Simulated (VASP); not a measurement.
# Sn8O7 (a cell with a defect) in VASP: relaxation of the atoms with PBE

Aim: the relaxation of the atoms of Sn8O7 (a cell with a defect) with PBE.

Program: VASP 6.6.1. These are calculated values, not measurements. Logs are shortened: lines on timing, memory, paths and dates and some standing lists are left out, and cuts for length are marked.

## Step 1: Starting point

The cell holds a defect, 15 atoms: a = 7.433 Å, b = 7.433 Å, c = 7.433 Å, α = 94.74°, β = 117.30°, γ = 117.30°.

## Step 2: Relaxation of the atoms, PBE

File INCAR:

```
  ALGO = Normal
  EDIFF = 1E-6
  EDIFFG = -0.025
  ENCUT = 450
  GGA = PE
  IBRION = 2
  ICORELEVEL = 1
  ISIF = 2
  ISMEAR = 0
  ISYM = 0
  KPAR = 4
  LASPH = True
  LCHARG = False
  LREAL = Auto
  LWAVE = False
  NELECT = 152.0
  NELM = 80
  NSW = 70
  PREC = Normal
  SIGMA = 0.02
```

File KPOINTS:

```
k-points
0
Monkhorst-Pack
  4 4 4
```

File POSCAR:

```
Sn8O7
1.0
    3.8672150000      3.8672150000     -5.0343680000
   -3.8672150000      3.8672150000      5.0343680000
    3.8672150000     -3.8672150000      5.0343680000
Sn O
8 7
Direct
    0.2285819400      0.1091976300      0.3458023300
    0.2500000000      0.6154760000      0.8654760000
    0.7500000000      0.6154760000      0.3654760000
    0.7623505900      0.1142567400      0.8800676800
    0.2500000000      0.6345240000      0.3845240000
    0.2567457000      0.1338852900      0.8895529700
    0.7500000000      0.1345240000      0.3845240000
    0.7511925700      0.6385356700      0.8846089400
    0.0000000000      0.5000000000      0.5000000000
    0.5000000000      0.5000000000      0.0000000000
    0.5000000000      0.0000000000      0.5000000000
    0.5000000000      0.2500000000      0.2500000000
    0.5000000000      0.7500000000      0.7500000000
    0.0000000000      0.7500000000      0.2500000000
    0.0000000000      0.2500000000      0.7500000000
```

Potentials or basis: VASP PAW PBE potentials, release 64 (Sn_d, O).

Started as:

```
$ cat potpaw_PBE.64/Sn_d/POTCAR potpaw_PBE.64/O/POTCAR > POTCAR
$ mpirun -np 4 vasp_std > vasp.out
```

OUTCAR:

```text
EDIFF = 1E-6
   EDIFFG = -0.025
   ENCUT = 450
   GGA = PE
   IBRION = 2
   ISIF = 2
   ISMEAR = 0
   ISYM = 0
   LASPH = True
   LREAL = Auto
   NELECT = 152.0
   NELM = 80
   NSW = 70
   PREC = Normal

 ion  position               nearest neighbor table
   1  0.229  0.109  0.346-  14 2.22  12 2.28  11 2.36   8 3.47   6 3.51   4 3.62   5 3.63   7 3.67

   2  0.250  0.615  0.865-   9 2.26  10 2.26  13 2.26  15 2.26   8 3.59   5 3.59   7 3.59   6 3.62

   3  0.750  0.615  0.365-   9 2.26  10 2.26  14 2.26  12 2.26   6 3.57   5 3.59   7 3.59   8 3.60

   4  0.762  0.114  0.880-  13 2.25  15 2.27  11 2.35   8 3.50   6 3.58   1 3.62   5 3.65   7 3.66

   5  0.250  0.635  0.385-   9 2.26  13 2.26  14 2.26  11 2.26   3 3.59   2 3.59   1 3.63   4 3.65

   6  0.257  0.134  0.890-  12 2.22  10 2.26  15 2.30   1 3.51   3 3.57   4 3.58   2 3.62
   7  0.750  0.135  0.385-  11 2.26  12 2.26  15 2.26   9 2.26   2 3.59   3 3.59   4 3.66   1 3.67

   8  0.751  0.639  0.885-  13 2.24  14 2.26  10 2.27   1 3.47   4 3.50   2 3.59   3 3.60
   9  0.000  0.500  0.500-   2 2.26   3 2.26   5 2.26   7 2.26
  10  0.500  0.500  0.000-   2 2.26   3 2.26   6 2.26   8 2.27
  11  0.500  0.000  0.500-   7 2.26   5 2.26   4 2.35   1 2.36
  12  0.500  0.250  0.250-   6 2.22   7 2.26   3 2.26   1 2.28
  13  0.500  0.750  0.750-   8 2.24   4 2.25   5 2.26   2 2.26
  14  0.000  0.750  0.250-   1 2.22   3 2.26   5 2.26   8 2.26
  15  0.000  0.250  0.750-   7 2.26   2 2.26   4 2.27   6 2.30

IMPORTANT INFORMATION: All symmetrisations will be switched off!
NOSYMM: (Re-)initialisation of all symmetry stuff for point group C_1.

----------------------------------------------------------------------------------------

                                     Primitive cell

  volume of cell :     301.1630

  direct lattice vectors                    reciprocal lattice vectors
     3.867215000  3.867215000 -5.034368000     0.129292010  0.129292010  0.000000000
    -3.867215000  3.867215000  5.034368000     0.000000000  0.129292010  0.099317332
     3.867215000 -3.867215000  5.034368000     0.129292010  0.000000000  0.099317332

  length of vectors
     7.433408698  7.433408698  7.433408698     0.182846514  0.163034832  0.163034832

  position of ions in fractional coordinates (direct lattice)
     0.228581940  0.109197630  0.345802330
     0.250000000  0.615476000  0.865476000
     0.750000000  0.615476000  0.365476000
     0.762350590  0.114256740  0.880067680
     0.250000000  0.634524000  0.384524000
     0.256745700  0.133885290  0.889552970
     0.750000000  0.134524000  0.384524000
     0.751192570  0.638535670  0.884608940
     0.000000000  0.500000000  0.500000000
     0.500000000  0.500000000  0.000000000
     0.500000000  0.000000000  0.500000000
     0.500000000  0.250000000  0.250000000
     0.500000000  0.750000000  0.750000000
     0.000000000  0.750000000  0.250000000
     0.000000000  0.250000000  0.750000000

  ion indices of the primitive-cell ions
   primitive index   ion index
                 1           1
                 2           2
                 3           3
                 4           4
                 5           5
                 6           6
                 7           7
                 8           8
                 9           9
                10          10
                11          11
                12          12
                13          13
                14          14
                15          15

----------------------------------------------------------------------------------------

 KPOINTS: k-points

Automatic generation of k-mesh.
 Grid dimensions read from file:
 generate k-points for:    4    4    4

 Generating k-lattice:

  Cartesian coordinates                     Fractional coordinates (reciprocal lattice)
     0.032323002  0.032323002  0.000000000     0.250000000  0.000000000  0.000000000
     0.000000000  0.032323002  0.024829333     0.000000000  0.250000000 -0.000000000
     0.032323002  0.000000000  0.024829333     0.000000000 -0.000000000  0.250000000

  Length of vectors
     0.045711628  0.040758708  0.040758708

  Shift w.r.t. Gamma in fractional coordinates (k-lattice)
     0.500000000  0.500000000  0.500000000

 Subroutine IBZKPT returns following result:
 ===========================================

 Found     32 irreducible k-points:

 Following reciprocal coordinates:
            Coordinates               Weight
  0.125000  0.125000  0.125000      2.000000
 -0.125000 -0.125000  0.375000      2.000000
 -0.375000  0.125000  0.125000      2.000000
 -0.125000  0.375000 -0.125000      2.000000
  0.375000  0.125000  0.125000      2.000000
 -0.125000 -0.375000 -0.375000      2.000000
[... 16 lines left out ...]
  0.375000  0.375000  0.375000      2.000000
  0.125000 -0.125000  0.125000      2.000000
 [... further k-points ...]
   k-points           NKPTS =     32   k-points in BZ     NKDIM =     32   number of bands    NBANDS=     91
   number of dos      NEDOS =    301   number of ions     NIONS =     15
   total plane-waves  NPLWV =  64000
   dimension x,y,z NGX =    40 NGY =   40 NGZ =   40
   dimension x,y,z NGXF=    80 NGYF=   80 NGZF=   80
   ions per type =               8   7
   NGX,Y,Z   is equivalent  to a cutoff of   8.95,  8.95,  8.95 a.u.
   NGXF,Y,Z  is equivalent  to a cutoff of  17.89, 17.89, 17.89 a.u.
 SYSTEM =  unknown system
   PREC   = normal    normal or accurate (medium, high low for compatibility)
   ISTART =      0    job   : 0-new  1-cont  2-samecut
   ICHARG =      2    charge: 1-file 2-atom 10-const
   ISPIN  =      1    spin polarized calculation?
   LNONCOLLINEAR =      F non collinear calculations
   LSORBIT =      F    spin-orbit coupling
   LASPH  =      T    aspherical Exc in radial PAW
   ENCUT  =  450.0 eV  33.07 Ry    5.75 a.u.  12.86 12.86 12.86*2*pi/ulx,y,z
   NELM   =     80;   NELMIN=  2; NELMDL= -5     # of ELM steps
   EDIFF  = 0.1E-05   stopping-criterion for ELM
   LREAL  =      T    real-space projection
   EDIFFG = -.3E-01   stopping-criterion for IOM
   NSW    =     70    number of steps for IOM
   IBRION =      2    ionic relax: 0-MD 1-quasi-New 2-CG
   NFREE  =      1    steps in history (QN), initial steepest desc. (CG)
   ISIF   =      2    stress and relaxation
   ISYM   =      0    0-nonsym 1-usesym 2-fastsym
   POTIM  = 0.5000    time-step for ionic-motion
   TEBEG  =    0.0;   TEEND  =   0.0 temperature during run
   PSTRESS=    0.0 pullay stress
   NELECT =     152.0000    total number of electrons
   NUPDOWN=      -1.0000    fix difference up-down
   EMIN   =  10.00;   EMAX   =-10.00  energy-range for DOS
   EFERMI =   0.00;   METHOD = LEGACY
   ISMEAR =     0;   SIGMA  =   0.02  broadening in eV -4-tet -1-fermi 0-gaus
   EFERMI_NEDOS =   21; number of points for ismear=-14 and -15
   IALGO  =     38    algorithm
   IMIX   =      4    mixing-type and parameters
     AMIX     =   0.40;   BMIX     =  1.00
     AMIX_MAG =   1.60;   BMIX_MAG =  1.00
  volume/ion in A,a.u.               =      20.08       135.49
  Fermi-wavevector in a.u.,A,eV,Ry     =   1.303433  2.463132 23.115462  1.698939
  Thomas-Fermi vector in A             =   2.434436
   LORBIT       =      0    0 simple, 1 ext, 2 COOP (PROOUT), +10 PAW based schemes
   GGA     = PE    functional components
   LHFCALC =     F    Hartree Fock is set to
   AEXX    =    0.0000 exact exchange contribution
   IVDW    =     0    specifies the selected vdW correction
   LEPSILON=     F    determine dielectric tensor
   LRPA    =     F    only Hartree local field effects (RPA)
 conjugate gradient relaxation of ions
 non-spin polarized calculation
 Gauss-broadening in eV      SIGMA  =   0.02
  energy-cutoff  :      450.00
  volume of cell :      301.16
 maximum number of plane-waves:      6550
   NGX = 25   NGY = 25   NGZ = 25

--------------------------------------- Ionic step        1  -------------------------------------------

 number of electron     152.0000015 magnetization

 Free energy of the ion-electron system (eV)
  ---------------------------------------------------
  ext. energy  EPLUGINS =         0.00000000
  ---------------------------------------------------
  free energy    TOTEN  =       -93.76800734 eV

  energy without entropy =      -93.76795294  energy(sigma->0) =      -93.76798014

------------------------ aborting loop because EDIFF is reached ----------------------------------------

  FORCE on cell =-STRESS in cart. coord.  units (eV):
  Direction    XX          YY          ZZ          XY          YZ          ZX
  --------------------------------------------------------------------------------------
  -------------------------------------------------------------------------------------
  Total      -26.3258047    -24.9979024    -22.2369136      0.0740856      0.2589757      0.2071868
  in kB     -140.0524313   -132.9880339   -118.2996625      0.3941328      1.3777426      1.1022272
  external PRESSURE =    -130.4467092 kB  Pullay stress =       0.0000000 kB
[... 128 lines left out ...]
  FREE ENERGIE OF THE ION-ELECTRON SYSTEM (eV)
  ---------------------------------------------------
  free  energy   TOTEN  =       -94.4942273220 eV

  energy  without entropy=      -94.4941452244  energy(sigma->0) =      -94.49418627

[... ionic steps 4 to 20 ...]

--------------------------------------- Ionic step       21  -------------------------------------------

 number of electron     152.0000132 magnetization

------------------------ aborting loop because EDIFF is reached ----------------------------------------
[... 93 lines left out ...]
--------------------------------------- Ionic step       23  -------------------------------------------

 number of electron     152.0000131 magnetization

 Free energy of the ion-electron system (eV)
  ---------------------------------------------------
  ext. energy  EPLUGINS =         0.00000000
  ---------------------------------------------------
  free energy    TOTEN  =       -94.94037850 eV

  energy without entropy =      -94.94037850  energy(sigma->0) =      -94.94037850

 the core state eigenenergies are
   1-  1s -28996.7287  2s  -4368.1589  2p  -3919.7850  3s   -834.3882  3p   -687.9361
       3d   -462.6459  4s   -123.3054  4p    -79.0852
   2-  1s -28996.8519  2s  -4368.2663  2p  -3919.8955  3s   -834.4694  3p   -688.0176
       3d   -462.7295  4s   -123.3461  4p    -79.1219
   3-  1s -28996.8518  2s  -4368.2661  2p  -3919.8954  3s   -834.4693  3p   -688.0175
       3d   -462.7294  4s   -123.3460  4p    -79.1218
   4-  1s -28996.7285  2s  -4368.1588  2p  -3919.7849  3s   -834.3881  3p   -687.9360
       3d   -462.6458  4s   -123.3053  4p    -79.0851
   5-  1s -28996.8545  2s  -4368.2688  2p  -3919.8981  3s   -834.4717  3p   -688.0199
       3d   -462.7319  4s   -123.3481  4p    -79.1238
   6-  1s -28996.7262  2s  -4368.1565  2p  -3919.7826  3s   -834.3859  3p   -687.9338
       3d   -462.6435  4s   -123.3034  4p    -79.0832
   7-  1s -28996.8559  2s  -4368.2702  2p  -3919.8995  3s   -834.4731  3p   -688.0213
       3d   -462.7333  4s   -123.3494  4p    -79.1251
   8-  1s -28996.7262  2s  -4368.1564  2p  -3919.7825  3s   -834.3859  3p   -687.9337
       3d   -462.6435  4s   -123.3033  4p    -79.0831
   9-  1s   -500.6262
  10-  1s   -500.4935
  11-  1s   -500.4942
  12-  1s   -500.4624
  13-  1s   -500.4616
  14-  1s   -500.4600
  15-  1s   -500.4630

 E-fermi :   5.7242     XC(G=0):  -9.5742

 val. band max:        5.5690476255   @ k =  -0.1250  -0.1250   0.1250
 cond. band min:       5.9034237643   @ k =  -0.1250   0.1250   0.1250
 fundamental gap:      0.3343761388
 Fermi energy:         5.7242410434

 k-point     1 :       0.1250    0.1250    0.1250
  band No.  band energies     occupation
      1     -15.7755      2.00000
      2     -15.7460      2.00000
      3     -15.6742      2.00000
      4     -15.6146      2.00000
      5     -15.5634      2.00000
      6     -15.5584      2.00000
[... 300 lines left out ...]
  FREE ENERGIE OF THE ION-ELECTRON SYSTEM (eV)
  ---------------------------------------------------
  free  energy   TOTEN  =       -94.9403784957 eV

  energy  without entropy=      -94.9403784957  energy(sigma->0) =      -94.94037850

 reached required accuracy - stopping structural energy minimisation
```

It took 32 min on 4 MPI ranks of Intel Xeon Platinum 8259CL at 2.50GHz (Skylake/Cascade Lake), shared host; peak memory 0.55 GiB.

Results:

* Free energy: -94.9404 eV
* Energy gained by relaxing: 78.2 meV/atom
* Ionic steps: 23
* Largest force after relaxing: 0.019 eV/Å

Forces on the atoms (eV/Å):
```
Sn  -0.004 -0.004  0.000
Sn  -0.001  0.001 -0.009
Sn   0.008  0.001 -0.010
Sn   0.010 -0.002  0.003
Sn  -0.001  0.000  0.011
Sn   0.001 -0.007 -0.018
Sn   0.000  0.004  0.013
Sn  -0.003  0.005 -0.012
O    0.000 -0.002  0.011
O   -0.002  0.004  0.007
O   -0.008  0.002  0.009
O   -0.009 -0.005  0.002
O    0.011  0.002 -0.007
O   -0.008  0.007 -0.001
O    0.005 -0.005  0.000
```

Step by step:
```
step  energy change (eV)  largest force (eV/Å)  pressure (GPa)
   1              0.0000                1.3984          -13.04
   2             -0.4007                1.1085          -11.93
   3             -0.7262                1.3836           -8.85
   4             -0.7373                1.0447           -9.56
   5             -0.9881                0.7282          -10.58
   6             -1.0137                0.7053          -11.00
   7             -1.0797                0.3117          -12.02
   8             -1.0797                0.3131          -12.00
   9             -1.1081                0.1721          -11.66
  10             -1.1112                0.3035          -11.04
  11             -1.1164                0.2203          -11.33
  12             -1.1324                0.2411          -11.48
  13             -1.1375                0.2498          -11.64
  14             -1.1510                0.1851          -11.89
  15             -1.1562                0.1551          -12.09
  16             -1.1655                0.0843          -11.72
  17             -1.1665                0.1428          -11.58
  18             -1.1708                0.0624          -11.68
  19             -1.1709                0.0629          -11.74
  20             -1.1711                0.0635          -11.71
  21             -1.1720                0.0301          -11.82
  22             -1.1720                0.0303          -11.80
  23             -1.1724                0.0190          -11.79
```

Final structure:
```
CELL_PARAMETERS angstrom
3.86721 3.86721 -5.03437
-3.86721 3.86721 5.03437
3.86721 -3.86721 5.03437
ATOMIC_POSITIONS crystal
Sn 0.25907 0.12677 0.38616
Sn 0.25751 0.61104 0.86863
Sn 0.74191 0.61037 0.35362
Sn 0.74081 0.12699 0.86791
Sn 0.25747 0.64596 0.38855
Sn 0.25861 0.13171 0.87321
Sn 0.74261 0.13052 0.38884
Sn 0.74131 0.61450 0.87336
O 0.99990 0.49931 0.49964
O 0.49989 0.47502 0.97527
O 0.50004 0.02419 0.52443
O 0.45028 0.22490 0.22525
O 0.54958 0.77497 0.77501
O 0.00009 0.77471 0.22537
O 0.99980 0.22491 0.77480
```

Core levels (eV, on the scale of the bands):
```csv
atom,levels
1 Sn,"1s -28996.7, 2s -4368.2, 2p -3919.8, 3s -834.4, 3p -687.9, 3d -462.6, 4s -123.3, 4p -79.1"
2 Sn,"1s -28996.9, 2s -4368.3, 2p -3919.9, 3s -834.5, 3p -688.0, 3d -462.7, 4s -123.3, 4p -79.1"
3 Sn,"1s -28996.9, 2s -4368.3, 2p -3919.9, 3s -834.5, 3p -688.0, 3d -462.7, 4s -123.3, 4p -79.1"
4 Sn,"1s -28996.7, 2s -4368.2, 2p -3919.8, 3s -834.4, 3p -687.9, 3d -462.6, 4s -123.3, 4p -79.1"
5 Sn,"1s -28996.9, 2s -4368.3, 2p -3919.9, 3s -834.5, 3p -688.0, 3d -462.7, 4s -123.3, 4p -79.1"
6 Sn,"1s -28996.7, 2s -4368.2, 2p -3919.8, 3s -834.4, 3p -687.9, 3d -462.6, 4s -123.3, 4p -79.1"
```

Caveat: the cell is charged against a uniform background, so pressure and absolute levels hang on convention; the cutoff is under 1.25 times the usual one of these potentials, so pressure, stress and relaxed cells hold a basis-set (Pulay) error.
